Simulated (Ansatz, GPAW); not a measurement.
# Geometry or basis: what sets the conductance of a Pb chain with two Cu atoms in line

Wanted: T(E) of a Pb chain with two Cu atoms in line at a relaxed geometry in two programs, beside the unrelaxed structure.

Program: GPAW 26.7.0 and Ansatz 0.2.0. Level of theory: Ansatz plane waves; relaxation of the junction with the lead ends held; PAW set soft_1, in the first sound run; inputs show where later runs differ. Results are calculated unless marked as measured.

## (1) The structure

The cell holds 14 atoms: 12 Pb and 2 Cu. Its edges and angles: a = 9.000 Å, b = 9.000 Å, c = 39.323 Å, α = 90.0°, β = 90.0°, γ = 90.0°. Regions: left lead, 6 atoms (6 Pb); channel, 2 atoms (2 Cu); right lead, 6 atoms (6 Pb). Vacuum lies along a and b. The structure is stacked along c, and the current runs across the ab planes.

## (2) Relaxation

Transmission follows bond lengths closely, so the atoms between the held lead ends are relaxed first, from a slightly shaken start that lets symmetry break.

input.yaml reads:

```yaml
crystal:
  lattice:
    - [9.0, 0.0, 0.0]
    - [0.0, 9.0, 0.0]
    - [0.0, 0.0, 39.3226]
  atoms:
    - { symbol: Pb, position: [0.5, 0.5, 0.0368744691] }
    - { symbol: Pb, position: [0.5, 0.5, 0.1106234074] }
    - { symbol: Pb, position: [0.5, 0.5, 0.1843723457] }
    - { symbol: Pb, position: [0.5, 0.5, 0.2581212839] }
    - { symbol: Pb, position: [0.5023183992, 0.4967350861, 0.3306697749] }
    - { symbol: Pb, position: [0.4902500981, 0.4988225595, 0.4065709844] }
    - { symbol: Cu, position: [0.5001102421, 0.5017061468, 0.4715353803] }
    - { symbol: Cu, position: [0.4970595138, 0.5088409557, 0.5285762577] }
    - { symbol: Pb, position: [0.5012451769, 0.5091319361, 0.5942936741] }
    - { symbol: Pb, position: [0.5003809817, 0.4982937349, 0.6683849947] }
    - { symbol: Pb, position: [0.5, 0.5, 0.7418787161] }
    - { symbol: Pb, position: [0.5, 0.5, 0.8156276543] }
    - { symbol: Pb, position: [0.5, 0.5, 0.8893765926] }
    - { symbol: Pb, position: [0.5, 0.5, 0.9631255309] }
kpoints:
  mp_grid: { grid: [1, 1, 2] }
hamiltonian:
  xc: pbe
  pseudopotentials: { kind: paw, azcp: { folder: soft_1 } }
scf:
  occupations: { method: fermi_dirac, width: 0.1 }
relax:
  f_tol: 0.03
  max_steps: 80
  constraints: [{ sites: [0, 1, 2, 3, 10, 11, 12, 13] }]
```

Command:

```
$ ansatz run input.yaml --threads 4 --pin off --max-ram 8192MiB --backend cpu --events-out ev --progress --plain --runs-dir out
```

Numbers of over 12 decimals in the logs are rounded to 6 here.

Output:

```text
Engine: ansatz 0.2.0, aarch64-unknown-linux-gnu
Pseudopotentials: kind: paw
Pseudopotential: Pb, paw, valence charge 14, recommended cutoff 420 eV (normal), soft_1/Pb.paw.azcp
Pseudopotential: Cu, paw, valence charge 19, recommended cutoff 420 eV (normal), soft_1/Cu.paw.azcp
Functional definition: PBE
  parameter kappa = 0.804
  parameter beta = 0.066725
  exchange = pbe_x(kappa = kappa, mu = beta*pi^2/3)
  correlation = pbe_c(beta = beta)
Crystal: 14 atoms, lattice volume = 3185.131 Å³
Basis set: ecut = 420 eV, 62143 PW (Γ), exchange–correlation on 128×128×540 points (8 copies of the dense FFT grid, shifted against one another)
Bands: 124, of which v1, the nominal top of the filled ones, is band 103 counted from 1 (102 counted from 0)
Symmetry: 1 space group operations
Space group: P1 (ITA 1), of the structure as read, at distance tolerance 1.5e-4 Å
k-points: 2
Non-local potential: Pb, projectors of the file, l = 0: 2, l = 1: 2, l = 2: 2, l = 3: 1
Non-local potential: Cu, projectors of the file, l = 0: 3, l = 1: 2, l = 2: 3, l = 3: 1
PAW form: soft (Blöchl's): semilocal exchange-correlation on the pseudo side does not see the compensation charge
PAW one-centre angular grid: Pb, 590 points (default); XC on 64 Gauss nodes
PAW one-centre angular grid: Cu, 590 points (default); XC on 64 Gauss nodes
Initial density: superposition of atomic densities (neutral atoms: chi_scale 0, normalization atom)
Initial wavefunctions: pseudopotential atomic-orbital guess
Functional: x = pbe(κ = 0.804, μ = 0.219515), c = pbe(β = 0.066725)
SCF iter   1: F=—  HF=-156138.649802 eV  |F-HF|=—  |Δ(HF+E_count)|=         —  Δρ=1.45e-2  dr2=7.34e0  ethr=3.10e-3  ⟨swp⟩=8.0  Hψ=1023  notcnv=0
preconditioner: auto → LDOS  [metal: Δε(μ)=0.208 eV  Ē_g=5.132 eV  σ=0.100 eV  W_gap=0.45  n_scr=288 (ndim 8)  ℏωp=5.5 eV  f_vac=0.699  D(μ)=16.72/eV (n_scr^D=48)  β→1.0]
SCF iter   2: F=—  HF=-156139.732662 eV  |F-HF|=—  |Δ(HF+E_count)|=    1.08e0  Δρ=2.17e-2  dr2=8.35e0  ethr=3.10e-3  ⟨swp⟩=3.0  Hψ=608  notcnv=0
SCF iter   3: F=—  HF=-156137.547776 eV  |F-HF|=—  |Δ(HF+E_count)|=    2.18e0  Δρ=2.90e-3  dr2=3.31e-1  ethr=3.10e-3  ⟨swp⟩=3.0  Hψ=536  notcnv=0
SCF iter   4: F=—  HF=-156137.585843 eV  |F-HF|=—  |Δ(HF+E_count)|=   3.81e-2  Δρ=6.42e-4  dr2=2.91e-2  ethr=1.61e-4  ⟨swp⟩=2.0  Hψ=374  notcnv=0
SCF iter   5: F=—  HF=-156137.596264 eV  |F-HF|=—  |Δ(HF+E_count)|=   1.04e-2  Δρ=2.48e-4  dr2=4.87e-3  ethr=1.41e-5  ⟨swp⟩=2.0  Hψ=336  notcnv=0
SCF iter   6: F=—  HF=-156137.597341 eV  |F-HF|=—  |Δ(HF+E_count)|=   1.08e-3  Δρ=1.46e-4  dr2=1.40e-3  ethr=2.36e-6  ⟨swp⟩=2.0  Hψ=315  notcnv=0
SCF iter   7: F=—  HF=-156137.597406 eV  |F-HF|=—  |Δ(HF+E_count)|=   6.46e-5  Δρ=6.93e-5  dr2=2.61e-4  ethr=6.81e-7  ⟨swp⟩=2.0  Hψ=283  notcnv=0
SCF iter   8: F=—  HF=-156137.597435 eV  |F-HF|=—  |Δ(HF+E_count)|=   2.90e-5  Δρ=5.02e-5  dr2=8.00e-5  ethr=1.27e-7  ⟨swp⟩=2.0  Hψ=443  notcnv=0
SCF iter   9: F=-156137.597419 eV  HF=-156137.597431 eV  |F-HF|=1.17e-5  |Δ(HF+E_count)|=   3.95e-6  Δρ=2.22e-5  dr2=1.81e-5  ethr=1.09e-8  ⟨swp⟩=4.0  Hψ=952  notcnv=0
SCF 1 converged in 9 iterations: F = -156137.597419 eV  dr2 = 1.81e-5
  greatest PAW one-centre occupation: 1.000 electrons in one spin orbital (limit 2), on the Cu atom at site 7 (counted from 0), in its partial waves of l = 0
relax step   1: F+E_penalty+E_count = -156137.59741892 eV  Δ(F+E_penalty+E_count) = +0.000e0 eV  max|allowed force component| = 7.019e-1 eV/Å  Δτ_max = 0.0000 Å  (9 SCF iters, dr2 threshold 2.25e-5 eV, accepted)
Initial density: handed on by an earlier stage of this run
Initial wavefunctions: those handed on with the density
iter 1 solved again at ethr=3.36e-4 eV; its pass at ethr=3.10e-3 eV (dr2=6.92e-1 eV) is discarded
SCF iter   1: F=—  HF=-156137.680466 eV  |F-HF|=—  |Δ(HF+E_count)|=         —  Δρ=1.16e-3  dr2=7.27e-1  ethr=3.36e-4  ⟨swp⟩=1.0  Hψ=787  notcnv=0
preconditioner: auto → LDOS  [metal: Δε(μ)=0.191 eV  Ē_g=5.196 eV  σ=0.100 eV  W_gap=0.40  n_scr=288 (ndim 8)  ℏωp=5.5 eV  f_vac=0.716  D(μ)=16.54/eV (n_scr^D=48)  β→1.0]
SCF iter   2: F=—  HF=-156137.659254 eV  |F-HF|=—  |Δ(HF+E_count)|=   2.12e-2  Δρ=6.41e-4  dr2=8.83e-2  ethr=3.36e-4  ⟨swp⟩=2.0  Hψ=252  notcnv=0
SCF iter   3: F=—  HF=-156137.656415 eV  |F-HF|=—  |Δ(HF+E_count)|=   2.84e-3  Δρ=2.79e-4  dr2=8.52e-3  ethr=4.29e-5  ⟨swp⟩=2.0  Hψ=312  notcnv=0
SCF iter   4: F=—  HF=-156137.656468 eV  |F-HF|=—  |Δ(HF+E_count)|=   5.35e-5  Δρ=1.81e-4  dr2=1.37e-3  ethr=4.14e-6  ⟨swp⟩=2.0  Hψ=423  notcnv=0
SCF iter   5: F=—  HF=-156137.656337 eV  |F-HF|=—  |Δ(HF+E_count)|=   1.31e-4  Δρ=4.42e-5  dr2=9.06e-5  ethr=6.63e-7  ⟨swp⟩=2.0  Hψ=436  notcnv=0
SCF iter   6: F=-156137.656333 eV  HF=-156137.656347 eV  |F-HF|=1.45e-5  |Δ(HF+E_count)|=   1.01e-5  Δρ=1.90e-5  dr2=2.36e-5  ethr=1.49e-8  ⟨swp⟩=5.0  Hψ=790  notcnv=0
SCF 2 converged in 6 iterations: F = -156137.656333 eV  dr2 = 2.36e-5
relax step   2: F+E_penalty+E_count = -156137.65633252 eV  Δ(F+E_penalty+E_count) = -5.891e-2 eV  max|allowed force component| = 2.927e-1 eV/Å  Δτ_max = 0.0749 Å  (6 SCF iters, dr2 threshold 3.08e-5 eV, accepted)
iter 1 solved again at ethr=2.54e-5 eV; its pass at ethr=3.10e-3 eV (dr2=5.24e-2 eV) is discarded
SCF iter   1: F=—  HF=-156137.687069 eV  |F-HF|=—  |Δ(HF+E_count)|=         —  Δρ=8.62e-4  dr2=4.95e-2  ethr=2.54e-5  ⟨swp⟩=2.0  Hψ=924  notcnv=0
preconditioner: auto → LDOS  [metal: Δε(μ)=0.181 eV  Ē_g=5.164 eV  σ=0.100 eV  W_gap=0.39  n_scr=288 (ndim 8)  ℏωp=5.5 eV  f_vac=0.715  D(μ)=17.06/eV (n_scr^D=48)  β→1.0]
SCF iter   2: F=—  HF=-156137.686457 eV  |F-HF|=—  |Δ(HF+E_count)|=   6.12e-4  Δρ=4.35e-4  dr2=1.16e-2  ethr=2.40e-5  ⟨swp⟩=2.5  Hψ=448  notcnv=0
SCF iter   3: F=—  HF=-156137.683787 eV  |F-HF|=—  |Δ(HF+E_count)|=   2.67e-3  Δρ=1.79e-4  dr2=1.07e-3  ethr=5.63e-6  ⟨swp⟩=2.0  Hψ=437  notcnv=0
SCF iter   4: F=—  HF=-156137.684221 eV  |F-HF|=—  |Δ(HF+E_count)|=   4.34e-4  Δρ=1.75e-4  dr2=6.23e-4  ethr=5.19e-7  ⟨swp⟩=2.0  Hψ=455  notcnv=0
SCF iter   5: F=—  HF=-156137.684148 eV  |F-HF|=—  |Δ(HF+E_count)|=   7.22e-5  Δρ=4.54e-5  dr2=7.16e-5  ethr=3.03e-7  ⟨swp⟩=2.0  Hψ=439  notcnv=0
SCF iter   6: F=—  HF=-156137.684166 eV  |F-HF|=—  |Δ(HF+E_count)|=   1.78e-5  Δρ=2.47e-5  dr2=1.87e-5  ethr=3.48e-8  ⟨swp⟩=2.0  Hψ=457  notcnv=0
SCF iter   7: F=-156137.684166 eV  HF=-156137.684168 eV  |F-HF|=2.47e-6  |Δ(HF+E_count)|=   1.65e-6  Δρ=1.08e-5  dr2=3.21e-6  ethr=2.60e-9  ⟨swp⟩=5.0  Hψ=904  notcnv=0
SCF 3 converged in 7 iterations: F = -156137.684166 eV  dr2 = 3.21e-6
  greatest PAW one-centre occupation: 1.000 electrons in one spin orbital (limit 2), on the Cu atom at site 6 (counted from 0), in its partial waves of l = 0
relax step   3: F+E_penalty+E_count = -156137.68416550 eV  Δ(F+E_penalty+E_count) = -2.783e-2 eV  max|allowed force component| = 1.472e-1 eV/Å  Δτ_max = 0.2000 Å  (7 SCF iters, dr2 threshold 5.36e-6 eV, accepted)
[...]
relax step   4: F+E_penalty+E_count = -156137.71427063 eV  Δ(F+E_penalty+E_count) = -3.011e-2 eV  max|allowed force component| = 3.171e-1 eV/Å  Δτ_max = 0.1954 Å  (8 SCF iters, dr2 threshold 3.77e-6 eV, accepted)
[...]
relax step   5: F+E_penalty+E_count = -156137.73763849 eV  Δ(F+E_penalty+E_count) = -2.337e-2 eV  max|allowed force component| = 1.248e-1 eV/Å  Δτ_max = 0.1954 Å  (7 SCF iters, dr2 threshold 2.54e-5 eV, accepted)
[...]
relax step   6: F+E_penalty+E_count = -156137.75652238 eV  Δ(F+E_penalty+E_count) = -1.888e-2 eV  max|allowed force component| = 2.226e-2 eV/Å  Δτ_max = 0.1891 Å  (9 SCF iters, dr2 threshold 2.41e-6 eV, accepted)
[...]
relax step   7: F+E_penalty+E_count = -156137.75652250 eV  Δ(F+E_penalty+E_count) = -1.185e-7 eV  max|allowed force component| = 2.228e-2 eV/Å  Δτ_max = 0.0000 Å  (4 SCF iters, accepted)
[...]
relax step   8: F+E_penalty+E_count = -156137.75864792 eV  Δ(F+E_penalty+E_count) = -2.125e-3 eV  max|allowed force component| = 3.570e-2 eV/Å  Δτ_max = 0.1887 Å  (9 SCF iters, accepted)
[...]
relax step   9: F+E_penalty+E_count = -156137.76045029 eV  Δ(F+E_penalty+E_count) = -1.802e-3 eV  max|allowed force component| = 1.265e-2 eV/Å  Δτ_max = 0.0601 Å  (8 SCF iters, dr2 threshold 1.27e-6 eV, accepted)
iter 1 solved again at ethr=1.73e-10 eV; its pass at ethr=3.10e-3 eV (dr2=3.56e-7 eV) is discarded
SCF iter   1: F=—  HF=-156137.760417 eV  |F-HF|=—  |Δ(HF+E_count)|=         —  Δρ=2.89e-6  dr2=3.55e-7  ethr=1.73e-10  ⟨swp⟩=1.0  Hψ=588  notcnv=0
preconditioner: auto → LDOS  [metal: Δε(μ)=0.160 eV  Ē_g=5.080 eV  σ=0.100 eV  W_gap=0.36  n_scr=288 (ndim 8)  ℏωp=5.5 eV  f_vac=0.713  D(μ)=18.73/eV (n_scr^D=60)  β→1.0]
SCF iter   2: F=—  HF=-156137.760451 eV  |F-HF|=—  |Δ(HF+E_count)|=   3.40e-5  Δρ=4.41e-6  dr2=4.04e-7  ethr=1.72e-10  ⟨swp⟩=2.0  Hψ=468  notcnv=0
SCF iter   3: F=—  HF=-156137.760451 eV  |F-HF|=—  |Δ(HF+E_count)|=   4.07e-8  Δρ=5.70e-6  dr2=6.48e-7  ethr=1.72e-10  ⟨swp⟩=3.0  Hψ=459  notcnv=0
SCF iter   4: F=-156137.760450 eV  HF=-156137.760450 eV  |F-HF|=1.79e-8  |Δ(HF+E_count)|=   9.44e-8  Δρ=7.60e-7  dr2=1.66e-8  ethr=4.85e-11  ⟨swp⟩=4.0  Hψ=798  notcnv=0
SCF 10 converged in 4 iterations: F = -156137.760450 eV  dr2 = 1.66e-8
relax step  10: F+E_penalty+E_count = -156137.76045046 eV  Δ(F+E_penalty+E_count) = -1.740e-7 eV  max|allowed force component| = 1.271e-2 eV/Å  Δτ_max = 0.0000 Å  (4 SCF iters, accepted)
SCF converged after 4 iterations
Free energy (F): -156137.760450 eV
Harris-Foulkes:  -156137.760450 eV  (|F-HF|=1.79e-8)
Internal energy: -156137.148852 eV  (E = F + TS)
E sigma→0 (E₀):  -156137.454651 eV
Entropy (-TS):   -0.611598 eV (-43.686 meV/atom)
Fermi energy:    -2.264280 eV
--- Per-component energies (eV) ---
  E_band       = -4011.972958
  E_kinetic    = 4028.850155
  E_local      = -55369.084537  (includes V_loc(G=0)·N_el)
  E_nonlocal   = 5468.354121
  E_hartree    = 24213.550404
  E_xc         = -2577.552186
  E_vxc        = -1792.725791  (∫ρ·V_xc dr)
  E_paw        = -128378.222239  (= ΣΔE_a)
  E_vpaw       = -4774.465549  (= ΣTr[D̂ρ^β])
  E_aug_tail   = 0.001908  (compensation charges beyond the density's cutoff)
  E_ewald      = -3523.046477
  E_smearing   = -0.611598  (= −TS)
  E_closure    = 0.000000  (closes the sum)
  Σ components = -156137.760450   (vs F -156137.760450, Δ=0.00e0)
--- Forces (eV/Å), atoms counted from 1 ---
  atom   1  Pb     0.02553154     0.00708859    -0.07906820
  atom   2  Pb     0.00250041    -0.00004087     0.00932930
  atom   3  Pb     0.03186419     0.00788303     0.00349984
  atom   4  Pb    -0.05444061    -0.01192026     0.45970092
  atom   5  Pb    -0.00684849    -0.00125758     0.00222666
  atom   6  Pb     0.00960465     0.00115363    -0.01271038
  atom   7  Cu    -0.00156930     0.00021367    -0.00330325
  atom   8  Cu    -0.00429912    -0.00336881     0.00491845
  atom   9  Pb     0.00386000    -0.00066485     0.00740939
  atom  10  Pb    -0.00122278     0.00096264    -0.01192975
  atom  11  Pb     0.05246020     0.02316508    -0.44713064
  atom  12  Pb    -0.03111946    -0.01262058    -0.00172334
  atom  13  Pb    -0.00185406    -0.00150116    -0.01111386
  atom  14  Pb    -0.02447739    -0.00908390     0.07989896
  max |Σ_I F_I| component: 1.02e-5 eV/Å
--- Relaxed structure (10 steps of the walk, 10 accepted, 0 SCFs on fresh bases) ---
  F+E_penalty+E_count = -156137.76045046 eV   max|allowed force component| = 1.271e-2 eV/Å
  atoms:
    - { symbol: Pb, position: [0.5, 0.5, 0.0368744691] }
    - { symbol: Pb, position: [0.5, 0.5, 0.110623] }
    - { symbol: Pb, position: [0.5, 0.5, 0.1843723457] }
    - { symbol: Pb, position: [0.5, 0.5, 0.2581212839] }
    - { symbol: Pb, position: [0.586374, 0.515926, 0.332128] }
    - { symbol: Pb, position: [0.468650, 0.492344, 0.402047] }
    - { symbol: Cu, position: [0.495292, 0.496710, 0.469483] }
    - { symbol: Cu, position: [0.504031, 0.500595, 0.530345] }
    - { symbol: Pb, position: [0.524310, 0.511571, 0.597878] }
    - { symbol: Pb, position: [0.419507, 0.461126, 0.668086] }
    - { symbol: Pb, position: [0.5, 0.5, 0.741879] }
    - { symbol: Pb, position: [0.5, 0.5, 0.8156276543] }
    - { symbol: Pb, position: [0.5, 0.5, 0.889377] }
    - { symbol: Pb, position: [0.5, 0.5, 0.963126] }
```

Wall time 2 min (4 threads of Arm Neoverse V1, shared host); peak memory 3.9 GiB.

Step by step:

| step | energy less that of the first step (eV) | largest force component (eV/Å) |
| --- | --- | --- |
| 1 | 0.0000 | 0.7018 |
| 2 | -0.0589 | 0.2927 |
| 3 | -0.0867 | 0.1472 |
| 4 | -0.1169 | 0.3171 |
| 5 | -0.1402 | 0.1248 |
| 6 | -0.1591 | 0.0223 |
| 7 | -0.1591 | 0.0223 |
| 8 | -0.1612 | 0.0357 |
| 9 | -0.1630 | 0.0126 |
| 10 | -0.1630 | 0.0127 |

The atoms that moved most (Å):

```
atom      dx      dy      dz  length
Pb10  -0.728  -0.335  -0.012   0.801
 Pb5   0.757   0.173   0.057   0.778
 Pb6  -0.194  -0.058  -0.178   0.270
 Pb9   0.208   0.022   0.141   0.252
 Cu8   0.063  -0.074   0.070   0.120
 Cu7  -0.043  -0.045  -0.081   0.102
```

Numbers from this step:

```
free energy         : -156137.7605 eV
smearing term TS    : 0.6116 eV
symmetry operations : 1
```

The relaxation lowered the energy of the cell by 0.163 eV.

(Continued in part 2 of 4.)

[Logs are printed without paths, hosts, clocks, repeated set-up lines and the standing remarks that a program may print on its own settings, such as how far it seeks lower states.]

[Hosts, paths, dates, database ids (printed as entryN), source tags and the programs' standing remarks are cut or masked in the printed files.]
